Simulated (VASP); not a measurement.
# Ca (P6_3/mmc) in VASP: single point with LDA

Aim: the single point of Ca with LDA.

Program: VASP 6.6.1. These are calculated values, not measurements. Logs are shortened: lines on timing, memory, paths and dates and some standing lists are left out, and cuts for length are marked.

## 1. Starting point

Symmetry: P6_3/mmc, No. 194, hexagonal system. Conventional cell: a = 3.980 Å, b = 3.980 Å, c = 6.520 Å, α = 90.00°, β = 90.00°, γ = 120.00°. Around Ca (site symmetry -6m2) lie 12 Ca at 3.98 to 3.99 Å.

This isn't the form of Ca at room conditions, which is fcc.

## 2. Single point, LDA

INCAR

```
ALGO     = Fast           # electronic algorithm
EDIFF    = 1E-6           # SCF threshold, eV
ENCUT    = 520            # plane-wave cutoff, eV
ISIF     = 2              # what is computed and relaxed
ISMEAR   = 0              # smearing method
LASPH    = True           # aspherical terms in the spheres
LCHARG   = False          # write CHGCAR
LREAL    = False          # projectors in reciprocal space
LWAVE    = False          # write WAVECAR
NBANDS   = 17             # bands
NELM     = 60             # most SCF steps
PREC     = Accurate       # precision mode
SIGMA    = 0.1            # smearing width, eV
```

KPOINTS

```
k-points
0
Gamma
  6 6 4
```

POSCAR

```
Ca
1.0
    3.9799995206      0.0000000000      0.0000000000
   -1.9899997603      3.4467806919      0.0000000000
    0.0000000000      0.0000000000      6.5200000000
Ca
2
Direct
    0.3333333333      0.6666666667      0.2500000000
    0.6666666667      0.3333333333      0.7500000000
```

Potentials or basis: VASP PAW LDA potentials, release 64 (Ca_sv).

Run with:

```
$ cat potpaw_LDA.64/Ca_sv/POTCAR > POTCAR
$ mpirun -np 1 vasp_std > vasp.out
```

OUTCAR:

```text
EDIFF = 1E-6
   ENCUT = 520
   ISIF = 2
   ISMEAR = 0
   LASPH = True
   LREAL = False
   NELM = 60
   PREC = Accurate

 ion  position               nearest neighbor table
   1  0.333  0.667  0.250-
   2  0.667  0.333  0.750-

  LATTYP: Found a hexagonal cell.
 ALAT       =     3.9799995206
 C/A-ratio  =     1.6381911521

  Lattice vectors:

 A1 = (   3.9799995206,   0.0000000000,   0.0000000000)
 A2 = (  -1.9899997603,   3.4467806919,   0.0000000000)
 A3 = (   0.0000000000,   0.0000000000,   6.5200000000)

Analysis of symmetry for initial positions (statically):
=====================================================================
 Subroutine PRICEL returns:
 Original cell was already a primitive cell.

 Routine SETGRP: Setting up the symmetry group for a
 hexagonal supercell.

 Subroutine GETGRP returns: Found 24 space group operations
 (whereof 12 operations were pure point group operations)
 out of a pool of 24 trial point group operations.

The static configuration has the point symmetry D_3d.
 The point group associated with its full space group is D_6h.

Analysis of symmetry for dynamics (positions and initial velocities):
=====================================================================
 Subroutine PRICEL returns:
 Original cell was already a primitive cell.

 Routine SETGRP: Setting up the symmetry group for a
 hexagonal supercell.

 Subroutine GETGRP returns: Found 24 space group operations
 (whereof 12 operations were pure point group operations)
 out of a pool of 24 trial point group operations.

The dynamic configuration has the point symmetry D_3d.
 The point group associated with its full space group is D_6h.

 Subroutine INISYM returns: Found 24 space group operations
 (whereof 12 operations are pure point group operations),
 and found     1 'primitive' translations

----------------------------------------------------------------------------------------

                                     Primitive cell

  volume of cell :      89.4426

  direct lattice vectors                    reciprocal lattice vectors
     3.979999521  0.000000000  0.000000000     0.251256312  0.145062899  0.000000000
    -1.989999760  3.446780692  0.000000000     0.000000000  0.290125798  0.000000000
     0.000000000  0.000000000  6.520000000     0.000000000  0.000000000  0.153374233

[... 77 lines left out ...]
   ENCUT  =  520.0 eV  38.22 Ry    6.18 a.u.   7.40  7.40 12.12*2*pi/ulx,y,z
   NELM   =     60;   NELMIN=  2; NELMDL= -5     # of ELM steps
   EDIFF  = 0.1E-05   stopping-criterion for ELM
   LREAL  =      F    real-space projection
   EDIFFG = 0.1E-04   stopping-criterion for IOM
   NSW    =      0    number of steps for IOM
   IBRION =     -1    ionic relax: 0-MD 1-quasi-New 2-CG
   NFREE  =      0    steps in history (QN), initial steepest desc. (CG)
   ISIF   =      2    stress and relaxation
   ISYM   =      2    0-nonsym 1-usesym 2-fastsym
   POTIM  = 0.5000    time-step for ionic-motion
   TEBEG  =    0.0;   TEEND  =   0.0 temperature during run
   PSTRESS=    0.0 pullay stress
   NELECT =      20.0000    total number of electrons
   NUPDOWN=      -1.0000    fix difference up-down
   EMIN   =  10.00;   EMAX   =-10.00  energy-range for DOS
   EFERMI =   0.00;   METHOD = LEGACY
   ISMEAR =     0;   SIGMA  =   0.10  broadening in eV -4-tet -1-fermi 0-gaus
   EFERMI_NEDOS =   21; number of points for ismear=-14 and -15
   IALGO  =     68    algorithm
   IMIX   =      4    mixing-type and parameters
     AMIX     =   0.40;   BMIX     =  1.00
     AMIX_MAG =   1.60;   BMIX_MAG =  1.00
  volume/ion in A,a.u.               =      44.72       301.79
  Fermi-wavevector in a.u.,A,eV,Ry     =   0.993658  1.877741 13.433785  0.987355
  Thomas-Fermi vector in A             =   2.125555
   LORBIT       =      0    0 simple, 1 ext, 2 COOP (PROOUT), +10 PAW based schemes
   GGA     = CA    functional components
   LHFCALC =     F    Hartree Fock is set to
   AEXX    =    0.0000 exact exchange contribution
   IVDW    =     0    specifies the selected vdW correction
   LEPSILON=     F    determine dielectric tensor
   LRPA    =     F    only Hartree local field effects (RPA)
 non-spin polarized calculation
 RMM-DIIS sequential band-by-band and
 Gauss-broadening in eV      SIGMA  =   0.10
  energy-cutoff  :      520.00
  volume of cell :       89.44
 maximum number of plane-waves:      2436
 NGX is ok and might be reduce to    30

 number of electron      20.0000006 magnetization

 Free energy of the ion-electron system (eV)
  ---------------------------------------------------
  ext. energy  EPLUGINS =         0.00000000
  ---------------------------------------------------
  free energy    TOTEN  =        -4.28317900 eV

  energy without entropy =       -4.26726296  energy(sigma->0) =       -4.27522098

 E-fermi :   1.5932     XC(G=0):  -7.7766

 val. band max:        1.5896987148   @ k =   0.3333   0.1667   0.0000
 cond. band min:       1.6350689438   @ k =   0.3333   0.0000   0.0000
 fundamental gap:      0.0453702291
 Fermi energy:         1.5931804680

 k-point     1 :       0.0000    0.0000    0.0000
  band No.  band energies     occupation
      1     -40.1191      2.00000
      2     -40.1082      2.00000
      3     -21.4450      2.00000
      4     -21.3545      2.00000
      5     -21.3545      2.00000
      6     -21.3384      2.00000
[... 397 lines left out ...]
      4     -21.4286      2.00000
      5     -21.4086      2.00000
      6     -21.4086      2.00000
[... 9 lines left out ...]
     16       4.1442      0.00000
     17       5.1166      0.00000

------------------------ aborting loop because EDIFF is reached ----------------------------------------

  FORCE on cell =-STRESS in cart. coord.  units (eV):
  Direction    XX          YY          ZZ          XY          YZ          ZX
  --------------------------------------------------------------------------------------
  -------------------------------------------------------------------------------------
  Total       -1.3881588     -1.3881588     -1.2282595      0.0000000      0.0000000      0.0000000
  in kB      -24.8659731    -24.8659731    -22.0017111      0.0000000      0.0000000      0.0000000
  external PRESSURE =     -23.9112191 kB  Pullay stress =       0.0000000 kB

 VOLUME and BASIS-vectors are now :
 -----------------------------------------------------------------------------
  energy-cutoff  :      520.00
  volume of cell :       89.44
      direct lattice vectors                 reciprocal lattice vectors
     3.979999521  0.000000000  0.000000000     0.251256312  0.145062899  0.000000000
    -1.989999760  3.446780692  0.000000000     0.000000000  0.290125798  0.000000000
     0.000000000  0.000000000  6.520000000     0.000000000  0.000000000  0.153374233

 POSITION                                       TOTAL-FORCE (eV/Angst)
 -----------------------------------------------------------------------------------
     -0.00000      2.29785      1.63000        -0.000000     -0.000000      0.000000
      1.99000      1.14893      4.89000         0.000000      0.000000      0.000000
 -----------------------------------------------------------------------------------
    total drift:                               -0.000000      0.000000     -0.000000

  FREE ENERGIE OF THE ION-ELECTRON SYSTEM (eV)
  ---------------------------------------------------
  free  energy   TOTEN  =        -4.2831790029 eV

  energy  without entropy=       -4.2672629592  energy(sigma->0) =       -4.27522098
```

OSZICAR:

```text
N       E                     dE             d eps       ncg     rms          rms(c)
DAV:   1     0.168871403883E+03    0.16887E+03   -0.10038E+04   714   0.106E+03
DAV:   2     0.493488584873E+01   -0.16394E+03   -0.16215E+03   795   0.310E+02
DAV:   3    -0.402328992664E+01   -0.89582E+01   -0.88874E+01  1394   0.524E+01
DAV:   4    -0.429257639386E+01   -0.26929E+00   -0.26887E+00   927   0.995E+00
DAV:   5    -0.430583259207E+01   -0.13256E-01   -0.13251E-01  1194   0.143E+00    0.326E+00
RMM:   6    -0.428746326785E+01    0.18369E-01   -0.24641E-02   758   0.153E+00    0.203E+00
RMM:   7    -0.428343379393E+01    0.40295E-02   -0.56253E-02   825   0.258E+00    0.164E-01
RMM:   8    -0.428269046836E+01    0.74333E-03   -0.13881E-02   865   0.128E+00    0.384E-02
RMM:   9    -0.428307346976E+01   -0.38300E-03   -0.49631E-03  1085   0.609E-01    0.499E-02
RMM:  10    -0.428312144927E+01   -0.47980E-04   -0.10228E-03  1066   0.223E-01    0.399E-02
RMM:  11    -0.428316848229E+01   -0.47033E-04   -0.45292E-04  1101   0.158E-01    0.305E-02
RMM:  12    -0.428318096555E+01   -0.12483E-04   -0.13949E-04  1166   0.593E-02    0.354E-02
RMM:  13    -0.428319898496E+01   -0.18019E-04   -0.74486E-05  1100   0.619E-02    0.684E-02
RMM:  14    -0.428318327210E+01    0.15713E-04   -0.26178E-05  1023   0.434E-02    0.338E-02
RMM:  15    -0.428317816789E+01    0.51042E-05   -0.37400E-05  1071   0.585E-02    0.101E-02
RMM:  16    -0.428317900294E+01   -0.83506E-06   -0.87134E-06  1040   0.208E-02
   1 F= -.42831790E+01 E0= -.42752210E+01  d E =-.159160E-01
```

Run time: 35 s. Hardware: 1 thread of Intel Xeon Platinum 8259CL at 2.50GHz (Skylake/Cascade Lake), shared host; peak memory 0.17 GiB.

What came out:

```yaml
Free_energy: -4.2832 eV
Pressure: -2.4 GPa
Band_gap_on_the_k_mesh: none (metal or under the smearing width)
```

Levels at points of the mesh, in eV from the Fermi level:
```csv
k point,band 6,band 7,band 8,band 9,band 10,band 11,band 12,band 13,band 14,band 15
"(0.00, 0.00, 0.00)",-22.93,-22.93,-22.92,-3.95,-1.06,-0.18,2.08,2.10,2.10,2.38
"(0.50, 0.00, 0.00)",-22.97,-22.95,-22.95,-1.13,-0.67,0.22,0.35,1.28,1.78,2.03
"(0.00, 0.00, 0.50)",-22.94,-22.94,-22.94,-2.97,-2.97,1.29,1.29,2.09,2.09,2.09
"(0.50, 0.00, 0.50)",-22.96,-22.96,-22.96,-0.69,-0.69,0.10,0.10,1.35,1.35,2.65
```
